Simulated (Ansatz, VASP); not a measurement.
Co2Si: VASP beside Ansatz

Contents of INCAR:

```
SYSTEM = Co2Si
PREC = Accurate
ENCUT = 600
EDIFF = 1E-6
ISMEAR = 0
SIGMA = 0.1
LREAL = .False.
LASPH = .True.
NELM = 150
ALGO = Normal
ISIF = 3
LWAVE = .False.
LCHARG = .False.
ISPIN = 2
MAGMOM = -3 -3 0
LORBIT = 11
LMAXMIX = 4
GGA = PE
IBRION = 2
NSW = 90
EDIFFG = -0.04
```

KPOINTS

```
Automatic mesh
0
Gamma
  6 6 4
  0 0 0
```

Contents of POSCAR:

```
Co2Si
1.0
    3.0139825800      0.0000000000      0.0000000000
    0.0000000000      3.0139825800      0.0000000000
    0.0000000000      0.0000000000      4.2663204300
Co Si
2 1
Direct
    0.0000000000      0.0000000000      0.7866233900
    0.0000000000      0.0000000000      0.2133766100
    0.5000000000      0.5000000000      0.5000000000
```

Input for Ansatz:

```yaml
crystal:
  lattice:
    - [3.01398258, 0.0, 0.0]
    - [0.0, 3.01398258, 0.0]
    - [0.0, 0.0, 4.26632043]
  atoms:
    - { symbol: Co, position: [0.0, 0.0, 0.78662339], spin: -3.0 }
    - { symbol: Co, position: [0.0, 0.0, 0.21337661], spin: -3.0 }
    - { symbol: Si, position: [0.5, 0.5, 0.5] }
basis:
  ecutwfc: 420
kpoints:
  mp_grid: { grid: [6, 6, 4] }
hamiltonian:
  xc: pbe
scf:
  occupations: { method: gaussian, width: 0.1 }
  lower_state_search: "off"
output:
  forces: true
  stress: true
  eigenvalues: true
  populations: true
magnetization:
  spin_polarized: true
relax:
  adjacent_minimum: "off"
  f_tol: 0.04
  max_steps: 70
  cell: { stress_tol: 0.4 }
```

Alike in both runs: task relaxation of cell and atoms; functional PBE; k mesh 6 × 6 × 4; occupations gaussian, width 0.1 eV; collinear spin.

|  | VASP | Ansatz |
| --- | --- | --- |
| version | VASP 6.6.1 | Ansatz 0.2.0 |
| potentials or method | VASP PAW PBE potentials, release 64 (Co, Si) | scalar-relativistic, plane waves, PAW |
| plane-wave cutoff (eV) | 600 | 420 |
| valence electrons in the cell | 22 | 38 |

VASP gave:

- gap on the k mesh at the Fermi level, each at its own relaxed structure (eV): none
- net moment per atom (μB): 0.21
- size of the moment on the site where the two differ most (μB): 0.33
- relaxed volume (Å³/atom): 11.66
- relaxed cell length with the largest relative difference (Å): 2.636
- energy change over the relaxation (meV/atom): -637

Task: What did Ansatz give for the same quantities?

Result: gap on the k mesh at the Fermi level, each at its own relaxed structure (eV): none; net moment per atom (μB): 0.21; size of the moment on the site where the two differ most (μB): 0.33; relaxed volume (Å³/atom): 11.70; relaxed cell length with the largest relative difference (Å): 2.639; energy change over the relaxation (meV/atom): -674.

Site moments also hang on the region over which each program counts them. A gap of «none» marks a metal or a gap that the smearing closes. The two sets of potentials don't hold the same shells in valence.

Caveats: the k mesh is coarse (spacing up to 0.37 Å⁻¹), so the values aren't converged.
